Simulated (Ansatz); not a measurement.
Runs of Ansatz 0.2.0 on HgSe. It takes space group F-43m (No. 216, cubic). The conventional cell has a = 6.078 Å, b = 6.078 Å, c = 6.078 Å, α = 90.00°, β = 90.00°, γ = 90.00°. Hg (site symmetry -43m) is surrounded by 4 Se at 2.63 Å. Around Se (site symmetry -43m) lie 4 Hg at 2.63 Å. 

```tsv
task	level	potentials or basis	spin	cell	k mesh	cutoff (eV)	pressure (GPa)	relaxed volume (Å³/atom)
relaxation of cell and atoms	PBE	all-electron LAPW, relativistic spinors	SOC, no magnetisation	relaxed	6 × 6 × 6	-	0.0	(a)
relaxation of cell and atoms	LDA	all-electron LAPW, scalar-relativistic	off	relaxed	8 × 8 × 8	-	0.0	27.87
relaxation of cell and atoms	revPBE	all-electron LAPW, scalar-relativistic	off	relaxed	8 × 8 × 8	-	0.0	(b)
relaxation of cell and atoms	PBEsol	all-electron LAPW, scalar-relativistic	off	relaxed	8 × 8 × 8	-	0.0	28.86
band structure	PBE	all-electron LAPW, scalar-relativistic	off	as given	6 × 6 × 6	278	4.8	-
relaxation of cell and atoms	RPBE	all-electron LAPW, scalar-relativistic	off	relaxed	8 × 8 × 8	-	0.0	32.07
band structure	PBE	all-electron LAPW, relativistic spinors	SOC, no magnetisation	as given	6 × 6 × 6	278	4.2	-
relaxation of cell and atoms	BLYP	all-electron LAPW, scalar-relativistic	off	relaxed	8 × 8 × 8	-	0.0	33.03
relaxation of cell and atoms	PBE	all-electron LAPW, scalar-relativistic	off	relaxed	8 × 8 × 8	-	0.0	30.66
relaxation of cell and atoms	PBE	all-electron LAPW, scalar-relativistic	off	relaxed	6 × 6 × 6	-	0.0	30.69
```

Alike in all rows: smearing fermi-dirac 0.05 eV; basis error allowed 0.001 eV/atom.

Q: Estimate the missing entries.

A: (a) 30.34; (b) 31.67.

Caveats: the k mesh is thin for a metal, which can move the energy by tens of meV per atom (some runs); the volume moved by over 15 % at a fixed basis, so the end points are rough (some runs).
